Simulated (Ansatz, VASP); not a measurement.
C in VASP and in Ansatz

Contents of INCAR:

```
SYSTEM = C
PREC = Accurate ; ENCUT = 520
EDIFF = 1E-7 ; ISMEAR = -1
SIGMA = 0.05 ; LREAL = .FALSE.
LASPH = .TRUE. ; NELM = 60
ALGO = Normal ; ISIF = 2
LWAVE = .FALSE. ; LCHARG = .FALSE.
LDIPOL = .TRUE. ; IDIPOL = 3
DIPOL = 0.5 0.5 0.500 ; GGA = PE
NBANDS = 26
```

The input KPOINTS:

```
Automatic mesh
0
G
  12 12 1
  0 0 0
```

File POSCAR:

```
C
1.0
    2.4560526929      0.0000000000      0.0000000000
   -1.2280263465      2.1270040252      0.0000000000
    0.0000000000      0.0000000000     25.0945846916
C
8
Direct
    0.6666666667      0.3333333333      0.2988692617
    0.3333333333      0.6666666667      0.3010032749
    0.3333333333      0.6666666667      0.4322450829
    0.0000000000      0.0000000000      0.4343790960
    0.0000000000      0.0000000000      0.5656209040
    0.6666666667      0.3333333333      0.5677549171
    0.6666666667      0.3333333333      0.6989967251
    0.3333333333      0.6666666667      0.7011307383
```

File input.yaml:

```yaml
crystal:
  lattice:
    - [2.4560526929, 0.0, 0.0]
    - [-1.2280263465, 2.1270040252, 0.0]
    - [0.0, 0.0, 25.0945846916]
  atoms:
    - { symbol: C, position: [0.6666666667, 0.3333333333, 0.2988692617] }
    - { symbol: C, position: [0.3333333333, 0.6666666667, 0.3010032749] }
    - { symbol: C, position: [0.3333333333, 0.6666666667, 0.4322450829] }
    - { symbol: C, position: [0.0, 0.0, 0.434379096] }
    - { symbol: C, position: [0.0, 0.0, 0.565620904] }
    - { symbol: C, position: [0.6666666667, 0.3333333333, 0.5677549171] }
    - { symbol: C, position: [0.6666666667, 0.3333333333, 0.6989967251] }
    - { symbol: C, position: [0.3333333333, 0.6666666667, 0.7011307383] }
hamiltonian:
  xc: pbe
  pseudopotentials: { kind: paw }
kpoints:
  mp_grid: { grid: [12, 12, 1] }
scf:
  occupations: { method: fermi_dirac, width: 0.05 }
output:
  forces: true
  eigenvalues: true
efield:
  axis: 3
  dipole_correction: true
  ramp_width: 0.04
```

Alike in both runs: task single point; functional PBE; k mesh 12 × 12 × 1; occupations fermi-dirac, width 0.05 eV; no spin polarisation.

|  | VASP | Ansatz |
| --- | --- | --- |
| version | VASP 6.6.1 | Ansatz 0.2.0 |
| potentials or method | VASP PAW PBE potentials, release 64 (C) | Ansatz PAW |
| plane-wave cutoff (eV) | 520 | 420 |
| valence electrons in the cell | 32 | 32 |

VASP gave:

- gap on the k mesh at the Fermi level (eV): none
- rms of the force components (eV/Å): 0.500
- work function, face that differs most (eV): 4.17

Question: Which values does Ansatz return?

Answer: gap on the k mesh at the Fermi level (eV): none; rms of the force components (eV/Å): 0.502; work function, face that differs most (eV): 4.25.

Atom by atom the forces differ by 0.002 eV/Å (rms over components). A gap of «none» marks a metal or a gap that the smearing closes.
